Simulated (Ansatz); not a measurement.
The system is MnS.

```
Mn S
1.0
     0.00000    2.60450    2.60450
     2.60450    0.00000    2.60450
     2.60450    2.60450    0.00000
Mn S
1 1
Cartesian
  0.0000 0.0000 0.0000
  2.6045 2.6045 2.6045
```

* Program: Ansatz 0.2.0
* Task: single point
* Functional: PBE
* Potentials or basis: all-electron LAPW, scalar-relativistic
* Cutoff: 217 eV (chosen from the basis error)
* Basis error allowed: 0.001 eV/atom
* k mesh: 9 × 9 × 9
* Occupations: fermi-dirac, width 0.05 eV
* Spin: collinear spin, ferromagnetic start
* Starting moments: [4.0, 0.0] μB

On this cell: pressure -2.9 GPa; largest force zero by symmetry; net moment 4.71 μB per cell; site moments Mn +4.43; S +0.15 μB; band gap on the k mesh none (metal or under the smearing width).

The same run follows on a disturbed copy (atoms moved at random, drawn with an rms of 0.05 Å):

```
Mn S
1.0
     0.00000    2.60450    2.60450
     2.60450    0.00000    2.60450
     2.60450    2.60450    0.00000
Mn S
1 1
Direct
  0.00369 0.00203 0.98863
  0.50638 0.51126 0.48776
```

Q: What does the disturbed cell give?

A: The energy (extrapolated to zero smearing) moves by +0.9 meV/atom; pressure -2.8 GPa; largest force 0.094 eV/Å; net moment 4.71 μB per cell; site moments Mn +4.42; S +0.14 μB; band gap on the k mesh none (metal or under the smearing width).

Forces in eV/Å, atoms in the order of the input:
```
Mn   0.054  0.012  0.077
S   -0.054 -0.012 -0.077
```

Caveats: a cell with one magnetic atom can't hold antiferromagnetic order, which such compounds often take; semilocal functionals often make such compounds metallic where correlation or magnetic order opens a gap, which also shifts bond lengths.
